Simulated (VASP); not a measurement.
**MgO: single point with PBEsol**

MgO:

```
Mg O
1.0
     3.30779    0.00000    0.00000
    -1.65389    2.86463    0.00000
     0.00000    0.00000    4.98288
Mg O
2 2
Direct
  0.33333 0.66667 0.00216
  0.66667 0.33333 0.50216
  0.33333 0.66667 0.40244
  0.66667 0.33333 0.90244
```

Measurements of this composition are mostly on another form, of space group No. 225.

- Program: VASP 6.6.1
- Task: single point
- Functional: PBEsol
- Potentials or basis: VASP PAW PBE potentials, release 64 (Mg, O)
- Cutoff: 520 eV
- k mesh: 9 × 9 × 6
- Occupations: gaussian, width 0.02 eV
- Spin: no spin polarisation

The pressure is 0.1 GPa. The largest force is 0.010 eV/Å. The band gap on the k mesh is 3.34 eV, direct.

Forces on the atoms (eV/Å):
```
Mg   0.000  0.000  0.010
Mg   0.000  0.000  0.010
O    0.000  0.000 -0.010
O    0.000  0.000 -0.010
```

Levels at points of the mesh, in eV from the valence-band top:
```csv
k point,band 4,band 5,band 6,band 7,band 8,band 9,band 10,band 11,band 12
"(0.00, 0.00, 0.00)",-0.80,-0.80,-0.45,-0.45,0.00,3.34,8.40,10.22,13.95
"(0.00, 0.00, 0.50)",-2.06,-0.63,-0.63,-0.63,-0.63,5.88,5.88,13.09,13.09
```

Run time: 16 s on 1 thread of Intel(R) Xeon(R) 6975P-C (Granite Rapids), with other jobs on the host, peak memory 0.19 GiB.

Caveat: the PAW data sets were made with another functional, which shifts forces and pressure a little; an odd mesh through Γ misses points on the zone boundary, where band edges often lie.
